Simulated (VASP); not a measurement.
# Sn (I4_1/amd) in VASP: a series of runs

One crystal, Sn, is run at these levels: PBEsol, PBE+D3(BJ), LDA, RPBE; tasks: relaxation of cell and atoms.

Program: VASP 6.6.1. These are calculated values, not measurements. Logs are shortened: lines on timing, memory, paths and dates and some standing lists are left out, and cuts for length are marked.

### 1 Starting point

The structure is tetragonal, space group I4_1/amd (No. 141). Conventional cell: a = 5.880 Å, b = 5.880 Å, c = 3.199 Å, α = 90.00°, β = 90.00°, γ = 90.00°. Sn (site symmetry -4m2) has 6 Sn at 3.05 to 3.20 Å as nearest neighbours.

### 2 Relaxation of cell and atoms, PBEsol

The input, INCAR:

```
  PREC = Accurate
  ENCUT = 600
  EDIFF = 1E-6
  ISMEAR = -1
  SIGMA = 0.05
  LREAL = F
  LASPH = T
  NELM = 80
  ALGO = Fast
  ISIF = 3
  LWAVE = F
  LCHARG = F
  GGA = PS
  IBRION = 2
  NSW = 40
  EDIFFG = -0.01
```

The input, KPOINTS:

```
Automatic mesh
0
Gamma
  8 8 8
```

The input, POSCAR:

```
Sn
1.0
   -2.9401404553      2.9401404553      1.5993019889
    2.9401404553     -2.9401404553      1.5993019889
    2.9401404553      2.9401404553     -1.5993019889
Sn
2
Direct
    0.0000000000      0.0000000000      0.0000000000
    0.7500000000      0.2500000000      0.5000000000
```

Potentials or basis: VASP PAW PBE potentials, release 64 (Sn_d).

Started as:

```
$ cat potpaw_PBE.64/Sn_d/POTCAR > POTCAR
$ mpirun -np 1 vasp_std > vasp.out
```

OUTCAR:

```text
PREC = Accurate
   ENCUT = 600
   EDIFF = 1E-6
   ISMEAR = -1
   LREAL = F
   LASPH = T
   NELM = 80
   ISIF = 3
   GGA = PS
   IBRION = 2
   NSW = 40
   EDIFFG = -0.01

 ion  position               nearest neighbor table
   1  0.000  0.000  0.000-   2 3.05   2 3.05   2 3.05   2 3.05
   2  0.750  0.250  0.500-   1 3.05   1 3.05   1 3.05   1 3.05

  LATTYP: Found a body centered tetragonal cell.
 ALAT       =     5.8802809106
 C/A-ratio  =     0.5439542815

  Lattice vectors:

 A1 = (  -2.9401404553,   2.9401404553,   1.5993019889)
 A2 = (   2.9401404553,  -2.9401404553,   1.5993019889)
 A3 = (   2.9401404553,   2.9401404553,  -1.5993019889)

Analysis of symmetry for initial positions (statically):
=====================================================================
 Subroutine PRICEL returns:
 Original cell was already a primitive cell.

 Routine SETGRP: Setting up the symmetry group for a
 body centered tetragonal supercell.

 Subroutine GETGRP returns: Found 16 space group operations
 (whereof  8 operations were pure point group operations)
 out of a pool of 16 trial point group operations.

The static configuration has the point symmetry D_2d.
 The point group associated with its full space group is D_4h.

Analysis of symmetry for dynamics (positions and initial velocities):
=====================================================================
 Subroutine PRICEL returns:
 Original cell was already a primitive cell.

 Routine SETGRP: Setting up the symmetry group for a
 body centered tetragonal supercell.

 Subroutine GETGRP returns: Found 16 space group operations
 (whereof  8 operations were pure point group operations)
 out of a pool of 16 trial point group operations.

The dynamic configuration has the point symmetry D_2d.
 The point group associated with its full space group is D_4h.

 Subroutine INISYM returns: Found 16 space group operations
 (whereof  8 operations are pure point group operations),
 and found     1 'primitive' translations

----------------------------------------------------------------------------------------

                                     Primitive cell

  volume of cell :      55.3002

  direct lattice vectors                    reciprocal lattice vectors
    -2.940140455  2.940140455  1.599301989     0.000000000  0.170059903  0.312636390
     2.940140455 -2.940140455  1.599301989     0.170059903  0.000000000  0.312636390
     2.940140455  2.940140455 -1.599301989     0.170059903  0.170059903  0.000000000
[... 105 lines left out ...]
  volume/ion in A,a.u.               =      27.65       186.59
  Fermi-wavevector in a.u.,A,eV,Ry     =   1.304824  2.465760 23.164816  1.702566
  Thomas-Fermi vector in A             =   2.435734
   LORBIT       =      0    0 simple, 1 ext, 2 COOP (PROOUT), +10 PAW based schemes
   GGA     = PS    functional components
   LHFCALC =     F    Hartree Fock is set to
   AEXX    =    0.0000 exact exchange contribution
   IVDW    =     0    specifies the selected vdW correction
   LEPSILON=     F    determine dielectric tensor
   LRPA    =     F    only Hartree local field effects (RPA)
 conjugate gradient relaxation of ions
 non-spin polarized calculation
 RMM-DIIS sequential band-by-band and
  energy-cutoff  :      600.00
  volume of cell :       55.30
 maximum number of plane-waves:      1878
   NGX = 17   NGY = 17   NGZ = 17

--------------------------------------- Ionic step        1  -------------------------------------------

 number of electron      27.9999990 magnetization

 Free energy of the ion-electron system (eV)
  ---------------------------------------------------
  ext. energy  EPLUGINS =         0.00000000
  ---------------------------------------------------
  free energy    TOTEN  =        -8.50221637 eV

  energy without entropy =       -8.49171423  energy(sigma->0) =       -8.49696530

------------------------ aborting loop because EDIFF is reached ----------------------------------------

  FORCE on cell =-STRESS in cart. coord.  units (eV):
  Direction    XX          YY          ZZ          XY          YZ          ZX
  --------------------------------------------------------------------------------------
  -------------------------------------------------------------------------------------
  Total       -0.6284755     -0.6284755     -0.1564142      0.0000000      0.0000000      0.0000000
  in kB      -18.2084230    -18.2084230     -4.5316894      0.0000000      0.0000000      0.0000000
  external PRESSURE =     -13.6495118 kB  Pullay stress =       0.0000000 kB
[... 89 lines left out ...]
  FREE ENERGIE OF THE ION-ELECTRON SYSTEM (eV)
  ---------------------------------------------------
  free  energy   TOTEN  =        -8.5119992985 eV

  energy  without entropy=       -8.5032632616  energy(sigma->0) =       -8.50763128

[... ionic steps 4 to 9 ...]

--------------------------------------- Ionic step       10  -------------------------------------------

 number of electron      28.0000007 magnetization

------------------------ aborting loop because EDIFF is reached ----------------------------------------
[... 67 lines left out ...]
--------------------------------------- Ionic step       12  -------------------------------------------

 number of electron      28.0000007 magnetization

 Free energy of the ion-electron system (eV)
  ---------------------------------------------------
  ext. energy  EPLUGINS =         0.00000000
  ---------------------------------------------------
  free energy    TOTEN  =        -8.51372464 eV

  energy without entropy =       -8.50530721  energy(sigma->0) =       -8.50951592

 E-fermi :   7.8578     XC(G=0): -10.4867

 val. band max:        7.7851991499   @ k =  -0.2500   0.2500   0.0000
 cond. band min:       7.8721826617   @ k =  -0.2500   0.5000   0.1250
 fundamental gap:      0.0869835118
 Fermi energy:         7.8578088468

 k-point     1 :       0.0000    0.0000    0.0000
  band No.  band energies     occupation
      1     -13.6664      2.00000
      2     -13.5467      2.00000
      3     -13.5330      2.00000
      4     -13.4895      2.00000
      5     -13.3629      2.00000
      6     -13.3629      2.00000
[... 481 lines left out ...]
      5     -13.4261      2.00000
      6     -13.3554      2.00000
[... 10 lines left out ...]
     17      11.3366      0.00000
     18      12.4602      0.00000

 [... further k-points ...]
[... 5 lines left out ...]
  --------------------------------------------------------------------------------------
  -------------------------------------------------------------------------------------
  Total       -0.0035633     -0.0035633     -0.0071125      0.0000000      0.0000000      0.0000000
  in kB       -0.1059860     -0.1059860     -0.2115540      0.0000000      0.0000000      0.0000000
  external PRESSURE =      -0.1411754 kB  Pullay stress =       0.0000000 kB
[... 17 lines left out ...]
  FREE ENERGIE OF THE ION-ELECTRON SYSTEM (eV)
  ---------------------------------------------------
  free  energy   TOTEN  =        -8.5137246358 eV

  energy  without entropy=       -8.5053072113  energy(sigma->0) =       -8.50951592

 reached required accuracy - stopping structural energy minimisation
```

OSZICAR:

```text
N       E                     dE             d eps       ncg     rms          rms(c)
DAV:   1     0.207737735273E+03    0.20774E+03   -0.16271E+04  2130   0.263E+03
DAV:   2     0.980144265795E+01   -0.19794E+03   -0.19575E+03  2124   0.468E+02
[... 92 lines left out ...]
  11 F= -.85137230E+01 E0= -.85095167E+01  d E =-.205335E-04
       N       E                     dE             d eps       ncg     rms          rms(c)
DAV:   1    -0.851374395540E+01   -0.21097E-04   -0.43208E-04  2208   0.364E-01    0.235E-02
RMM:   2    -0.851372760855E+01    0.16347E-04   -0.26294E-05  2243   0.785E-02    0.106E-02
RMM:   3    -0.851372419189E+01    0.34167E-05   -0.11559E-05  2145   0.510E-02    0.147E-03
RMM:   4    -0.851372463583E+01   -0.44394E-06   -0.15412E-06  1415   0.108E-02
  12 F= -.85137246E+01 E0= -.85095159E+01  d E =-.221242E-04
```

Wall time 6.6 min (1 thread of Intel Xeon Platinum 8488C (Sapphire Rapids), shared host); peak memory 0.24 GiB.

Results:

```yaml
Free_energy: -8.5137 eV
Relaxed_volume: 26.93 Å³/atom
Relaxed_cell: a = 4.394 Å, b = 4.394 Å, c = 4.394 Å, α = 97.73°, β = 97.73°, γ = 136.96°
Space_group_after_relaxing_to_0.05_Å: I4_1/amd (No. 141)
Energy_gained_by_relaxing: 5.8 meV/atom
Ionic_steps: 12
Pressure_after_relaxing: 0.0 GPa
Band_gap_on_the_k_mesh: none (metal or under the smearing width)
```

Step by step:
| step | energy change (eV) | largest force (eV/Å) | pressure (GPa) | volume (Å³) |
| --- | --- | --- | --- | --- |
| 1 | 0.0000 | 0.0000 | -1.36 | 55.30 |
| 2 | -0.0097 | 0.0000 | 0.36 | 53.43 |
| 3 | -0.0098 | 0.0000 | 0.28 | 53.56 |
| 4 | -0.0098 | 0.0000 | 0.15 | 53.62 |
| 5 | -0.0112 | 0.0000 | 0.12 | 53.71 |
| 6 | -0.0115 | 0.0000 | 0.10 | 53.77 |
| 7 | -0.0115 | 0.0000 | 0.11 | 53.77 |
| 8 | -0.0115 | 0.0000 | 0.09 | 53.77 |
| 9 | -0.0115 | 0.0000 | -0.08 | 53.91 |
| 10 | -0.0115 | 0.0000 | 0.09 | 53.85 |
| 11 | -0.0115 | 0.0000 | -0.07 | 53.88 |
| 12 | -0.0115 | 0.0000 | -0.01 | 53.87 |

Final structure:
```xyz
2
Lattice="-2.8903 2.8903 1.6120 2.8903 -2.8903 1.6120 2.8903 2.8903 -1.6120" Properties=species:S:1:pos:R:3 pbc="T T T"
Sn    0.0000    0.0000    0.0000
Sn    0.0000    2.8903    0.8060
```

Caveat: the PAW data sets were made with another functional, which shifts forces and pressure a little.

### 3 Relaxation of cell and atoms, PBE+D3(BJ)

The input, INCAR:

```
  PREC = Accurate
  ENCUT = 600
  EDIFF = 1E-6
  ISMEAR = -1
  SIGMA = 0.05
  LREAL = False
  LASPH = True
  NELM = 60
  ALGO = Normal
  ISIF = 3
  LWAVE = False
  LCHARG = False
  GGA = PE
  IVDW = 12
  IBRION = 2
  NSW = 40
  EDIFFG = -0.005
```

KPOINTS is that of step 2.

POSCAR is that of step 2.

Potentials or basis: VASP PAW PBE potentials, release 64 (Sn_d).

Started as:

```
$ cat potpaw_PBE.64/Sn_d/POTCAR > POTCAR
$ mpirun -np 1 vasp_std > vasp.out
```

OUTCAR:

```text
PREC = Accurate
   ENCUT = 600
   EDIFF = 1E-6
   ISMEAR = -1
   LREAL = False
   LASPH = True
   NELM = 60
   ISIF = 3
   GGA = PE
   IVDW = 12
   IBRION = 2
   NSW = 40
   EDIFFG = -0.005
 IVDW          = 12

 ion  position               nearest neighbor table
   1  0.000  0.000  0.000-   2 3.05   2 3.05   2 3.05   2 3.05
   2  0.750  0.250  0.500-   1 3.05   1 3.05   1 3.05   1 3.05

  LATTYP: Found a body centered tetragonal cell.
 ALAT       =     5.8802809106
 C/A-ratio  =     0.5439542815

  Lattice vectors:

 A1 = (  -2.9401404553,   2.9401404553,   1.5993019889)
 A2 = (   2.9401404553,  -2.9401404553,   1.5993019889)
 A3 = (   2.9401404553,   2.9401404553,  -1.5993019889)

Analysis of symmetry for initial positions (statically):
=====================================================================
 Subroutine PRICEL returns:
 Original cell was already a primitive cell.

 Routine SETGRP: Setting up the symmetry group for a
 body centered tetragonal supercell.

 Subroutine GETGRP returns: Found 16 space group operations
 (whereof  8 operations were pure point group operations)
 out of a pool of 16 trial point group operations.

The static configuration has the point symmetry D_2d.
 The point group associated with its full space group is D_4h.

Analysis of symmetry for dynamics (positions and initial velocities):
=====================================================================
 Subroutine PRICEL returns:
 Original cell was already a primitive cell.

 Routine SETGRP: Setting up the symmetry group for a
 body centered tetragonal supercell.

 Subroutine GETGRP returns: Found 16 space group operations
 (whereof  8 operations were pure point group operations)
 out of a pool of 16 trial point group operations.

The dynamic configuration has the point symmetry D_2d.
 The point group associated with its full space group is D_4h.

 Subroutine INISYM returns: Found 16 space group operations
 (whereof  8 operations are pure point group operations),
 and found     1 'primitive' translations

[... 110 lines left out ...]
   EFERMI_NEDOS =   21; number of points for ismear=-14 and -15
   IALGO  =     38    algorithm
   IMIX   =      4    mixing-type and parameters
     AMIX     =   0.40;   BMIX     =  1.00
     AMIX_MAG =   1.60;   BMIX_MAG =  1.00
  volume/ion in A,a.u.               =      27.65       186.59
  Fermi-wavevector in a.u.,A,eV,Ry     =   1.304824  2.465760 23.164816  1.702566
  Thomas-Fermi vector in A             =   2.435734
   LORBIT       =      0    0 simple, 1 ext, 2 COOP (PROOUT), +10 PAW based schemes
   GGA     = PE    functional components
   LHFCALC =     F    Hartree Fock is set to
   AEXX    =    0.0000 exact exchange contribution
   IVDW    =    12    specifies the selected vdW correction
   LEPSILON=     F    determine dielectric tensor
   LRPA    =     F    only Hartree local field effects (RPA)
 conjugate gradient relaxation of ions
 non-spin polarized calculation
  energy-cutoff  :      600.00
  volume of cell :       55.30
 maximum number of plane-waves:      1878
   NGX = 17   NGY = 17   NGZ = 17

--------------------------------------- Ionic step        1  -------------------------------------------

 number of electron      27.9999989 magnetization

 Free energy of the ion-electron system (eV)
  ---------------------------------------------------
  ext. energy  EPLUGINS =         0.00000000
  ---------------------------------------------------
  free energy    TOTEN  =        -7.59367191 eV

  energy without entropy =       -7.58323984  energy(sigma->0) =       -7.58845587

------------------------ aborting loop because EDIFF is reached ----------------------------------------

 Edisp (eV)   -0.76483

 E8    (eV) :    -0.3698
[... 105 lines left out ...]
  FREE ENERGIE OF THE ION-ELECTRON SYSTEM (eV)
  ---------------------------------------------------
  free  energy   TOTEN  =        -8.3635738445 eV

  energy  without entropy=       -8.3549340347  energy(sigma->0) =       -8.35925394

[... ionic steps 4 to 9 ...]

--------------------------------------- Ionic step       10  -------------------------------------------

 number of electron      28.0000004 magnetization

------------------------ aborting loop because EDIFF is reached ----------------------------------------
[... 75 lines left out ...]
--------------------------------------- Ionic step       12  -------------------------------------------

 number of electron      28.0000003 magnetization

 Free energy of the ion-electron system (eV)
  ---------------------------------------------------
  ext. energy  EPLUGINS =         0.00000000
  ---------------------------------------------------
  free energy    TOTEN  =        -7.58910186 eV

  energy without entropy =       -7.58090615  energy(sigma->0) =       -7.58500400

 E-fermi :   7.8858     XC(G=0): -10.2842

 val. band max:        7.7976860017   @ k =  -0.2500   0.2500   0.0000
 cond. band min:       7.9085915611   @ k =  -0.2500   0.5000   0.1250
 fundamental gap:      0.1109055594
 Fermi energy:         7.8858163123

 k-point     1 :       0.0000    0.0000    0.0000
  band No.  band energies     occupation
      1     -13.7416      2.00000
      2     -13.6296      2.00000
      3     -13.6130      2.00000
      4     -13.5741      2.00000
      5     -13.4534      2.00000
      6     -13.4534      2.00000
[... 481 lines left out ...]
      5     -13.5119      2.00000
      6     -13.4455      2.00000
[... 10 lines left out ...]
     17      11.3591      0.00000
     18      12.4250      0.00000

 [... further k-points ...]

------------------------ aborting loop because EDIFF is reached ----------------------------------------

 Edisp (eV)   -0.77590

 E8    (eV) :    -0.3751
[... 25 lines left out ...]
  FREE ENERGIE OF THE ION-ELECTRON SYSTEM (eV)
  ---------------------------------------------------
  free  energy   TOTEN  =        -8.3650039119 eV

  energy  without entropy=       -8.3568082036  energy(sigma->0) =       -8.36090606

 reached required accuracy - stopping structural energy minimisation
```

CONTCAR:

```text
Sn
   1.00000000000000
    -2.9024185417814614    2.9024185417814610    1.6177329328055636
     2.9024185417814614   -2.9024185417814610    1.6177329328055636
     2.9024185417814614    2.9024185417814610   -1.6177329328055636
  Sn
     2
Direct
     0.0000000000000000    0.0000000000000000    0.0000000000000000
     0.7500000000000000    0.2500000000000000    0.5000000000000000

  0.00000000E+00  0.00000000E+00  0.00000000E+00
  0.00000000E+00  0.00000000E+00  0.00000000E+00
```

Run time: 2.4 min. Hardware: 1 thread of Intel Xeon 6975P-C (Granite Rapids), shared host; peak memory 0.27 GiB.

What came out:

```
Free energy                            : -8.3650 eV
Relaxed volume                         : 27.26 Å³/atom
Relaxed cell                           : a = 4.412 Å, b = 4.412 Å, c = 4.412 Å, α = 97.73°, β = 97.73°, γ = 136.98°
Space group after relaxing (to 0.05 Å) : I4_1/amd (No. 141)
Energy gained by relaxing              : 3.3 meV/atom
Ionic steps                            : 12
Pressure after relaxing                : 0.0 GPa
Band gap on the k mesh                 : none (metal or under the smearing width)
Dispersion energy per atom             : -0.388 eV
```

The path:
| step | energy change (eV) | largest force (eV/Å) | pressure (GPa) | volume (Å³) |
| --- | --- | --- | --- | --- |
| 1 | 0.0000 | 0.0000 | -0.79 | 55.30 |
| 2 | -0.0051 | 0.0000 | 0.22 | 54.21 |
| 3 | -0.0051 | 0.0000 | 0.37 | 54.11 |
| 4 | -0.0051 | 0.0000 | 0.30 | 54.15 |
| 5 | -0.0064 | 0.0000 | 0.10 | 54.33 |
| 6 | -0.0065 | 0.0000 | 0.11 | 54.37 |
| 7 | -0.0064 | 0.0000 | 0.03 | 54.45 |
| 8 | -0.0065 | 0.0000 | 0.08 | 54.39 |
| 9 | -0.0065 | 0.0000 | 0.12 | 54.40 |
| 10 | -0.0065 | 0.0000 | 0.11 | 54.40 |
| 11 | -0.0065 | 0.0000 | -0.04 | 54.55 |
| 12 | -0.0065 | 0.0000 | 0.00 | 54.51 |

Final structure:
```xyz
2
Lattice="-2.9024 2.9024 1.6177 2.9024 -2.9024 1.6177 2.9024 2.9024 -1.6177" Properties=species:S:1:pos:R:3 pbc="T T T"
Sn    0.0000    0.0000    0.0000
Sn    0.0000    2.9024    0.8089
```

Levels at points of the mesh, in eV from the Fermi level:
| k point | band 12 | band 13 | band 14 | band 15 | band 16 | band 17 |
| --- | --- | --- | --- | --- | --- | --- |
| (0.00, 0.00, 0.00) | -3.38 | -1.85 | -1.85 | 3.10 | 6.42 | 6.42 |
| (0.50, 0.00, 0.00) | -5.43 | -2.24 | -1.58 | -1.20 | 2.26 | 2.91 |
| (0.50, 0.50, 0.00) | -8.79 | 0.74 | 0.74 | 1.79 | 1.79 | 5.69 |
| (0.50, 0.50, 0.50) | -7.40 | -4.73 | -4.73 | 4.65 | 4.65 | 9.68 |

Caveat: pairwise dispersion overbinds metals, which lowers pressure and volume.

(Continued in part 2 of 2.)
